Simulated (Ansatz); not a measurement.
**W under changes of volume**

One of the cells (15.848 Å³/atom); the others are scaled copies at fixed shape and fractional positions:

```
W
1.0
    -1.58234    1.58234    1.58234
     1.58234   -1.58234    1.58234
     1.58234    1.58234   -1.58234
W
1
Direct
  0.00000 0.00000 0.00000
```

```yaml
Program: Ansatz 0.2.0
Functional: r2SCAN
Dispersion: rVV10
Potentials_or_basis: Ansatz PAW
Cutoff: "500 eV (not typed: the program's choice for these potentials)"
k_mesh: 12 × 12 × 12
Occupations: fermi-dirac, width 0.05 eV
Spin: no spin polarisation
```

| volume (Å³/atom) | energy over the lowest point (meV/atom) | pressure (GPa) |
| --- | --- | --- |
| 14.897 | 58.86 | 21.5 |
| 15.214 | 24.48 | 13.3 |
| 15.531 | 5.24 | 5.9 |
| 15.848 | 0.00 | -0.8 |
| 16.165 | 7.59 | -7.0 |
| 16.482 | 26.90 | -12.6 |
| 16.798 | ? | ? |

What does the run at 16.798 Å³/atom give?

Energy over the lowest point 56.77 meV/atom; pressure -17.6 GPa.

Worked out: A Birch-Murnaghan fit of order 3 (a polynomial in V^(-2/3)) to the other rows has its minimum at 15.81 Å³/atom with B0 = V·E''(V) = 326 GPa and B' = 3.2. It gives 56.94 meV/atom at 16.798 Å³/atom, against the run's 56.77, and -dE/dV = -17.8 GPa, against -17.6.

Energies are extrapolated to zero smearing.

Caveats: the PAW data sets come from PBE, with cores solved anew for the run's functional, which leaves a small shift of forces and pressure.
